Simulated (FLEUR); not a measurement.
## AlN: band structure with PBEsol

**The experiment to reproduce.**

From “Structural and optical properties of self-assembled AlN nanowires grown on SiO2/Si substrates by molecular beam epitaxy”, 2024, arxiv:2402.00216, for a bulk crystal of AlN at 0 K: band gap 6.0343 eV (an exciton energy, a little under the gap).

AlN:

```
Al N
1.0
     3.11300    0.00000    0.00000
    -1.55650    2.69594    0.00000
     0.00000    0.00000    4.98100
Al N
2 2
Direct
  0.66667 0.33333 0.50000
  0.33333 0.66667 0.00000
  0.66667 0.33333 0.88000
  0.33333 0.66667 0.38000
```

```
Program                  : FLEUR MaX-R8.1 (later development tree)
Task                     : band structure
Functional               : PBEsol
Potentials or basis      : all-electron
Basis                    : FLAPW
Kmax                     : 5.54 1/bohr
k mesh                   : 10 × 10 × 6
Occupations              : fermi-dirac, width 0.05 eV
Spin                     : no spin polarisation
Gmax                     : 17.2 1/bohr
Muffin-tin radii         : Al 1.77, N 1.54 bohr
lmax                     : Al 8, N 8
lnonsphr                 : Al 8, N 8
Local orbitals a species : Al 4, N 3
Max iterations           : 60
Mixing factor            : 0.05
Mixer                    : Anderson
Mixer history            : 15
Density convergence      : 1e-05 me/bohr^3
```

| Quantity | Value |
| --- | --- |
| Band gap on the k mesh | 4.14 eV, direct |
| Band gap along the path | 4.14 eV, direct |
| Valence electrons inside the program's atomic spheres | Al 8.63; N 3.88 (radii Al 1.77, N 1.54 bohr) |

Levels at the corners of the path, in eV from the valence-band top:
| point | band 14 | band 15 | band 16 | band 17 | band 18 | band 19 |
| --- | --- | --- | --- | --- | --- | --- |
| Γ | -0.18 | -0.18 | 0.00 | 4.14 | 6.57 | 10.51 |
| M | -2.08 | -1.80 | -0.66 | 5.69 | 5.69 | 8.11 |
| K | -2.45 | -2.40 | -2.40 | 4.90 | 8.26 | 9.60 |
| Γ | -0.18 | -0.18 | 0.00 | 4.14 | 6.57 | 10.51 |
| A | -0.52 | -0.52 | -0.52 | 6.38 | 6.38 | 10.23 |
| L | -1.45 | -1.37 | -1.37 | 5.20 | 5.20 | 9.17 |
| H | -3.88 | -0.79 | -0.79 | 7.31 | 7.31 | 7.75 |
| A | -0.52 | -0.52 | -0.52 | 6.38 | 6.38 | 10.23 |
| L | -1.45 | -1.37 | -1.37 | 5.20 | 5.20 | 9.17 |
| M | -2.08 | -1.80 | -0.66 | 5.69 | 5.69 | 8.11 |
| K | -2.45 | -2.40 | -2.40 | 4.90 | 8.26 | 9.60 |
| H | -3.88 | -0.79 | -0.79 | 7.31 | 7.31 | 7.75 |

Core levels (eV from the Fermi level):
| atom | levels |
| --- | --- |
| 1 Al | 1s1/2 -1499.9 |
| 2 Al | 1s1/2 -1499.9 |
| 3 N | 1s1/2 -372.1 |
| 4 N | 1s1/2 -372.1 |

Run time: 3.4 min on 4 MPI ranks on Arm Neoverse V1 (shared host).

Against the measured gap of AlN, 6.0343 eV (an exciton energy, a little under the gap; 0 K; quoted in “Structural and optical properties of self-assembled AlN nanowires grown on SiO2/Si substrates by molecular beam epitaxy”, 2024, arxiv:2402.00216), the calculated 4.14 eV is off by -1.89 eV. 2 values of this kind are on record (6.034 to 6.0343 eV); this one was drawn at random. The value is that of PBEsol, without temperature or zero-point motion. Semilocal functionals fall short of measured gaps as a rule.
